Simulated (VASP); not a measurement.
# TiC (Fm-3m) in VASP: a series of runs

The runs below take TiC through equation of state, with PBEsol.

Program: VASP 6.6.1. These are calculated values, not measurements. Logs are shortened: lines on timing, memory, paths and dates and some standing lists are left out, and cuts for length are marked.

## 1. The crystal as given

The structure is cubic, space group Fm-3m (No. 225). Conventional cell: a = 4.295 Å, b = 4.295 Å, c = 4.295 Å, α = 90.00°, β = 90.00°, γ = 90.00°. Ti (site symmetry m-3m) has 6 C at 2.15 Å as nearest neighbours. Around C (site symmetry m-3m) lie 6 Ti at 2.15 Å.

The cell is a database's computed one.

## 2. Equation of state, PBEsol, 9.50 Å³/atom (a relaxed cell with its volume scaled by 0.96)

The input, INCAR:

```
SYSTEM = TiC
PREC     = Accurate       ! precision mode
ENCUT    = 520            ! plane-wave cutoff, eV
EDIFF    = 1E-7           ! SCF threshold, eV
ISMEAR   = -1             ! smearing method
SIGMA    = 0.05           ! smearing width, eV
LREAL    = .False.        ! projectors in reciprocal space
LASPH    = .True.         ! aspherical terms in the spheres
NELM     = 60             ! most SCF steps
ALGO     = Fast           ! electronic algorithm
ISIF     = 2              ! what is computed and relaxed
LWAVE    = .False.        ! write WAVECAR
LCHARG   = .False.        ! write CHGCAR
GGA      = PS             ! functional
```

The input, KPOINTS:

```
Automatic mesh
0
Gamma
  10 10 10
  0 0 0
```

The input, POSCAR:

```
TiC                                     
1.0
    0.0000000000      2.1182597496      2.1182597496
    2.1182597496     -0.0000000000      2.1182597496
    2.1182597496      2.1182597496      0.0000000000
  Ti              C             
     1     1
Direct
     0.0000000000000000    0.0000000000000000    0.0000000000000000
     0.5000000000000000    0.5000000000000000    0.5000000000000000
```

Potentials or basis: VASP PAW PBE potentials, release 64 (Ti_sv, C).

Run with:

```
> cat potpaw_PBE.64/Ti_sv/POTCAR potpaw_PBE.64/C/POTCAR > POTCAR
> mpirun -np 1 vasp_std > vasp.out
```

OUTCAR:

```text
SYSTEM = TiC
   PREC = Accurate
   ENCUT = 520
   EDIFF = 1E-7
   ISMEAR = -1
   LREAL = .False.
   LASPH = .True.
   NELM = 60
   ISIF = 2
   GGA = PS

 ion  position               nearest neighbor table
   1  0.000  0.000  0.000-   2 2.12   2 2.12   2 2.12   2 2.12   2 2.12   2 2.12
   2  0.500  0.500  0.500-   1 2.12   1 2.12   1 2.12   1 2.12   1 2.12   1 2.12

  LATTYP: Found a face centered cubic cell.
 ALAT       =     4.2365194992

  Lattice vectors:

 A1 = (   0.0000000000,   2.1182597496,   2.1182597496)
 A2 = (   2.1182597496,   0.0000000000,   2.1182597496)
 A3 = (   2.1182597496,   2.1182597496,   0.0000000000)

Analysis of symmetry for initial positions (statically):
=====================================================================
 Subroutine PRICEL returns:
 Original cell was already a primitive cell.

 Routine SETGRP: Setting up the symmetry group for a
 face centered cubic supercell.

 Subroutine GETGRP returns: Found 48 space group operations
 (whereof 48 operations were pure point group operations)
 out of a pool of 48 trial point group operations.

The static configuration has the point symmetry O_h .

Analysis of symmetry for dynamics (positions and initial velocities):
=====================================================================
 Subroutine PRICEL returns:
 Original cell was already a primitive cell.

 Routine SETGRP: Setting up the symmetry group for a
 face centered cubic supercell.

 Subroutine GETGRP returns: Found 48 space group operations
 (whereof 48 operations were pure point group operations)
 out of a pool of 48 trial point group operations.

The dynamic configuration has the point symmetry O_h .

 Subroutine INISYM returns: Found 48 space group operations
 (whereof 48 operations are pure point group operations),
 and found     1 'primitive' translations

----------------------------------------------------------------------------------------

                                     Primitive cell

  volume of cell :      19.0094

  direct lattice vectors                    reciprocal lattice vectors
     0.000000000  2.118259750  2.118259750    -0.236042818  0.236042818  0.236042818
     2.118259750  0.000000000  2.118259750     0.236042818 -0.236042818  0.236042818
     2.118259750  2.118259750  0.000000000     0.236042818  0.236042818 -0.236042818

  length of vectors
     2.995671667  2.995671667  2.995671667     0.408838153  0.408838153  0.408838153

  position of ions in fractional coordinates (direct lattice)
     0.000000000  0.000000000  0.000000000
     0.500000000  0.500000000  0.500000000

  ion indices of the primitive-cell ions
   primitive index   ion index
                 1           1
                 2           2

----------------------------------------------------------------------------------------

 KPOINTS: Automatic mesh

Automatic generation of k-mesh.
 Grid dimensions read from file:
 generate k-points for:   10   10   10

 Generating k-lattice:

  Cartesian coordinates                     Fractional coordinates (reciprocal lattice)
    -0.023604282  0.023604282  0.023604282     0.100000000  0.000000000  0.000000000
     0.023604282 -0.023604282  0.023604282     0.000000000  0.100000000  0.000000000
     0.023604282  0.023604282 -0.023604282     0.000000000  0.000000000  0.100000000

  Length of vectors
     0.040883815  0.040883815  0.040883815

  Shift w.r.t. Gamma in fractional coordinates (k-lattice)
     0.000000000  0.000000000  0.000000000

 Subroutine IBZKPT returns following result:
 ===========================================

 Found     47 irreducible k-points:

 Following reciprocal coordinates:
            Coordinates               Weight
  0.000000  0.000000  0.000000      1.000000
  0.100000  0.000000  0.000000      8.000000
  0.200000  0.000000  0.000000      8.000000
  0.300000  0.000000  0.000000      8.000000
  0.400000  0.000000  0.000000      8.000000
  0.500000  0.000000  0.000000      4.000000
[... 16 lines left out ...]
  0.300000  0.300000  0.000000      6.000000
  0.400000  0.300000  0.000000     24.000000
 [... further k-points ...]
   k-points           NKPTS =     47   k-points in BZ     NKDIM =     47   number of bands    NBANDS=     12
   number of dos      NEDOS =    301   number of ions     NIONS =      2
   total plane-waves  NPLWV =  13824
   dimension x,y,z NGX =    24 NGY =   24 NGZ =   24
   dimension x,y,z NGXF=    48 NGYF=   48 NGZF=   48
   ions per type =               1   1
   NGX,Y,Z   is equivalent  to a cutoff of  13.32, 13.32, 13.32 a.u.
   NGXF,Y,Z  is equivalent  to a cutoff of  26.64, 26.64, 26.64 a.u.
 SYSTEM =  TiC
   PREC   = accura    normal or accurate (medium, high low for compatibility)
   ISTART =      0    job   : 0-new  1-cont  2-samecut
   ICHARG =      2    charge: 1-file 2-atom 10-const
   ISPIN  =      1    spin polarized calculation?
   LNONCOLLINEAR =      F non collinear calculations
   LSORBIT =      F    spin-orbit coupling
   LASPH  =      T    aspherical Exc in radial PAW
   ENCUT  =  520.0 eV  38.22 Ry    6.18 a.u.   5.57  5.57  5.57*2*pi/ulx,y,z
   NELM   =     60;   NELMIN=  2; NELMDL= -5     # of ELM steps
   EDIFF  = 0.1E-06   stopping-criterion for ELM
   LREAL  =      F    real-space projection
   EDIFFG = 0.1E-05   stopping-criterion for IOM
   NSW    =      0    number of steps for IOM
   IBRION =     -1    ionic relax: 0-MD 1-quasi-New 2-CG
   NFREE  =      0    steps in history (QN), initial steepest desc. (CG)
   ISIF   =      2    stress and relaxation
   ISYM   =      2    0-nonsym 1-usesym 2-fastsym
   POTIM  = 0.5000    time-step for ionic-motion
   TEBEG  =    0.0;   TEEND  =   0.0 temperature during run
   PSTRESS=    0.0 pullay stress
   NELECT =      16.0000    total number of electrons
   NUPDOWN=      -1.0000    fix difference up-down
   EMIN   =  10.00;   EMAX   =-10.00  energy-range for DOS
   EFERMI =   0.00;   METHOD = LEGACY
   ISMEAR =    -1;   SIGMA  =   0.05  broadening in eV -4-tet -1-fermi 0-gaus
   EFERMI_NEDOS =   21; number of points for ismear=-14 and -15
   IALGO  =     68    algorithm
   IMIX   =      4    mixing-type and parameters
     AMIX     =   0.40;   BMIX     =  1.00
     AMIX_MAG =   1.60;   BMIX_MAG =  1.00
  volume/ion in A,a.u.               =       9.50        64.14
  Fermi-wavevector in a.u.,A,eV,Ry     =   1.545701  2.920952 32.506944  2.389193
  Thomas-Fermi vector in A             =   2.651043
   LORBIT       =      0    0 simple, 1 ext, 2 COOP (PROOUT), +10 PAW based schemes
   GGA     = PS    functional components
   LHFCALC =     F    Hartree Fock is set to
   AEXX    =    0.0000 exact exchange contribution
   IVDW    =     0    specifies the selected vdW correction
   LEPSILON=     F    determine dielectric tensor
   LRPA    =     F    only Hartree local field effects (RPA)
 non-spin polarized calculation
 RMM-DIIS sequential band-by-band and
  energy-cutoff  :      520.00
  volume of cell :       19.01
 maximum number of plane-waves:       532
 NGX is ok and might be reduce to    24
   NGX = 11   NGY = 11   NGZ = 11

 number of electron      16.0000001 magnetization

 Free energy of the ion-electron system (eV)
  ---------------------------------------------------
  ext. energy  EPLUGINS =         0.00000000
  ---------------------------------------------------
  free energy    TOTEN  =       -19.77348556 eV

  energy without entropy =      -19.77083938  energy(sigma->0) =      -19.77216247

 E-fermi :  10.1495     XC(G=0): -13.2083

 val. band max:       10.1411853649   @ k =   0.5000   0.5000   0.0000
 cond. band min:      10.2241761219   @ k =   0.1000   0.1000   0.0000
 fundamental gap:      0.0829907569
 Fermi energy:        10.1495475084

 k-point     1 :       0.0000    0.0000    0.0000
  band No.  band energies     occupation
      1     -46.0389      2.00000
      2     -22.1251      2.00000
      3     -22.1251      2.00000
      4     -22.1251      2.00000
      5      -2.5724      2.00000
      6      10.7827      0.00001
      7      10.7827      0.00001
      8      10.7835      0.00001
      9      11.8939      0.00000
     10      11.8939      0.00000
     11      11.8939      0.00000
     12      11.9685      0.00000

 k-point     2 :       0.1000    0.0000    0.0000
  band No.  band energies     occupation
      1     -46.0293      2.00000
      2     -22.1897      2.00000
      3     -22.1309      2.00000
      4     -22.1309      2.00000
      5      -2.3259      2.00000
      6       9.7970      1.99827
      7      10.1252      1.23875
      8      10.1252      1.23875
      9      11.1781      0.00000
     10      11.1781      0.00000
     11      12.3776      0.00000
     12      13.7056      0.00000

 k-point     3 :       0.2000    0.0000    0.0000
  band No.  band energies     occupation
      1     -46.0042      2.00000
      2     -22.3560      2.00000
      3     -22.1461      2.00000
      4     -22.1461      2.00000
      5      -1.6282      2.00000
      6       8.1150      2.00000
      7       8.8192      2.00000
      8       8.8192      2.00000
      9      11.6455      0.00000
     10      11.6455      0.00000
     11      12.9001      0.00000
     12      15.5510      0.00000
[... 286 lines left out ...]
 k-point    23 :       0.3000    0.3000    0.0000
  band No.  band energies     occupation
      1     -45.9511      2.00000
      2     -22.5101      2.00000
      3     -22.2675      2.00000
      4     -22.2675      2.00000
      5      -0.5904      2.00000
      6       6.1017      2.00000
      7       8.9661      2.00000
      8       9.7094      1.99970
      9       9.7094      1.99970
     10      12.6764      0.00000
     11      14.3545      0.00000
     12      14.3550      0.00000

 k-point    24 :       0.4000    0.3000    0.0000
  band No.  band energies     occupation
      1     -45.9310      2.00000
      2     -22.5916      2.00000
      3     -22.3097      2.00000
      4     -22.2901      2.00000
      5      -0.2168      2.00000
      6       5.9997      2.00000
      7       8.1248      2.00000
      8       9.3320      2.00000
      9      10.3222      0.06140
     10      13.2391      0.00000
     11      14.3401      0.00000
     12      14.5627      0.00000

 [... further k-points ...]
[... 5 lines left out ...]
  --------------------------------------------------------------------------------------
  -------------------------------------------------------------------------------------
  Total        1.4027977      1.4027977      1.4027977      0.0000000      0.0000000     -0.0000000
  in kB      118.2328066    118.2328066    118.2328066      0.0000000      0.0000000     -0.0000000
  external PRESSURE =     118.2328066 kB  Pullay stress =       0.0000000 kB

 VOLUME and BASIS-vectors are now :
 -----------------------------------------------------------------------------
  energy-cutoff  :      520.00
  volume of cell :       19.01
      direct lattice vectors                 reciprocal lattice vectors
     0.000000000  2.118259750  2.118259750    -0.236042818  0.236042818  0.236042818
     2.118259750  0.000000000  2.118259750     0.236042818 -0.236042818  0.236042818
     2.118259750  2.118259750  0.000000000     0.236042818  0.236042818 -0.236042818

 POSITION                                       TOTAL-FORCE (eV/Angst)
 -----------------------------------------------------------------------------------
      0.00000      0.00000      0.00000         0.000000      0.000000      0.000000
      2.11826      2.11826      2.11826        -0.000000     -0.000000     -0.000000
 -----------------------------------------------------------------------------------
    total drift:                                0.000000     -0.000000     -0.000000

  FREE ENERGIE OF THE ION-ELECTRON SYSTEM (eV)
  ---------------------------------------------------
  free  energy   TOTEN  =       -19.7734855640 eV

  energy  without entropy=      -19.7708393816  energy(sigma->0) =      -19.77216247
```

Wall time 24 s (1 thread of Intel Xeon Platinum 8375C at 2.90GHz (Ice Lake), shared host); peak memory 0.14 GiB.

Results:

| Property | Result |
| --- | --- |
| Free energy | -19.7735 eV |
| Pressure | 11.8 GPa |
| Band gap on the k mesh | none (metal or under the smearing width) |

Caveat: the PAW data sets were made with another functional, which shifts forces and pressure a little.

## 3. Equation of state, PBEsol, 9.70 Å³/atom (a relaxed cell with its volume scaled by 0.98)

INCAR is that of step 2.

KPOINTS is that of step 2.

The input, POSCAR:

```
TiC                                     
1.0
    0.0000000000      2.1328688992      2.1328688992
    2.1328688992     -0.0000000000      2.1328688992
    2.1328688992      2.1328688992      0.0000000000
  Ti              C             
     1     1
Direct
     0.0000000000000000    0.0000000000000000    0.0000000000000000
     0.5000000000000000    0.5000000000000000    0.5000000000000000
```

Potentials or basis: VASP PAW PBE potentials, release 64 (Ti_sv, C).

Run with:

```
> cat potpaw_PBE.64/Ti_sv/POTCAR potpaw_PBE.64/C/POTCAR > POTCAR
> mpirun -np 1 vasp_std > vasp.out
```

It took 24 s on 1 thread of Intel Xeon Platinum 8375C at 2.90GHz (Ice Lake), shared host; peak memory 0.14 GiB.

The run converged. Its results:

```
Free energy            : -19.7951 eV
Pressure               : 5.7 GPa
Band gap on the k mesh : none (metal or under the smearing width)
```

Caveat: the PAW data sets were made with another functional, which shifts forces and pressure a little.

## 4. Equation of state, PBEsol, 9.90 Å³/atom

INCAR is that of step 3.

KPOINTS is that of step 3.

The input, POSCAR:

```
TiC                                     
1.0
    0.0000000000      2.1472806127      2.1472806127
    2.1472806127     -0.0000000000      2.1472806127
    2.1472806127      2.1472806127      0.0000000000
  Ti              C             
     1     1
Direct
     0.0000000000000000    0.0000000000000000    0.0000000000000000
     0.5000000000000000    0.5000000000000000    0.5000000000000000
```

Run with:

```
> cat potpaw_PBE.64/Ti_sv/POTCAR potpaw_PBE.64/C/POTCAR > POTCAR
> mpirun -np 1 vasp_std > vasp.out
```

Wall time 26 s (1 thread of Intel Xeon Platinum 8375C at 2.90GHz (Ice Lake), shared host); peak memory 0.14 GiB.

The run converged. Its results:

```
Free energy            : -19.8023 eV
Pressure               : 0.0 GPa
Band gap on the k mesh : none (metal or under the smearing width)
```

Caveat: the PAW data sets were made with another functional, which shifts forces and pressure a little.

## 5. Equation of state, PBEsol, 10.10 Å³/atom (a relaxed cell with its volume scaled by 1.02)

INCAR is that of step 4.

KPOINTS is that of step 4.

The input, POSCAR:

```
TiC                                     
1.0
    0.0000000000      2.1615014286      2.1615014286
    2.1615014286     -0.0000000000      2.1615014286
    2.1615014286      2.1615014286      0.0000000000
  Ti              C             
     1     1
Direct
     0.0000000000000000    0.0000000000000000    0.0000000000000000
     0.5000000000000000    0.5000000000000000    0.5000000000000000
```

Run with:

```
> cat potpaw_PBE.64/Ti_sv/POTCAR potpaw_PBE.64/C/POTCAR > POTCAR
> mpirun -np 1 vasp_std > vasp.out
```

Wall time 25 s (1 thread of Intel Xeon Platinum 8375C at 2.90GHz (Ice Lake), shared host); peak memory 0.14 GiB.

It converged, with:

```yaml
Free_energy: -19.7963 eV
Pressure: -5.0 GPa
Band_gap_on_the_k_mesh: none (metal or under the smearing width)
```

Caveat: the PAW data sets were made with another functional, which shifts forces and pressure a little.

## 6. Equation of state, PBEsol, 10.30 Å³/atom (a relaxed cell with its volume scaled by 1.04)

INCAR is that of step 5.

KPOINTS is that of step 5.

The input, POSCAR:

```
TiC                                     
1.0
    0.0000000000      2.1755375454      2.1755375454
    2.1755375454     -0.0000000000      2.1755375454
    2.1755375454      2.1755375454      0.0000000000
  Ti              C             
     1     1
Direct
     0.0000000000000000    0.0000000000000000    0.0000000000000000
     0.5000000000000000    0.5000000000000000    0.5000000000000000
```

Potentials or basis: VASP PAW PBE potentials, release 64 (Ti_sv, C).

Run with:

```
> cat potpaw_PBE.64/Ti_sv/POTCAR potpaw_PBE.64/C/POTCAR > POTCAR
> mpirun -np 1 vasp_std > vasp.out
```

It took 27 s on 1 thread of Intel Xeon Platinum 8375C at 2.90GHz (Ice Lake), shared host; peak memory 0.14 GiB.

Results (log left out):

```
Free energy            : -19.7784 eV
Pressure               : -9.6 GPa
Band gap on the k mesh : none (metal or under the smearing width)
```

Caveat: the PAW data sets were made with another functional, which shifts forces and pressure a little.

## 7. Equation of state, PBEsol

No new run: the results of the series are fitted here.

Results:

```
Equilibrium volume                      : 9.91 Å³/atom
Bulk modulus                            : 265 GPa
Pressure derivative of the bulk modulus : 3.9 (rough: it moves with the points fitted)
```

Energy against volume, from the lowest point:
| volume (Å³/atom) | energy (meV/atom) |
| --- | --- |
| 9.505 | 14.42 |
| 9.703 | 3.59 |
| 9.901 | 0.00 |
| 10.099 | 3.01 |
| 10.297 | 11.97 |

Caveat: the PAW data sets were made with another functional, which shifts forces and pressure a little.
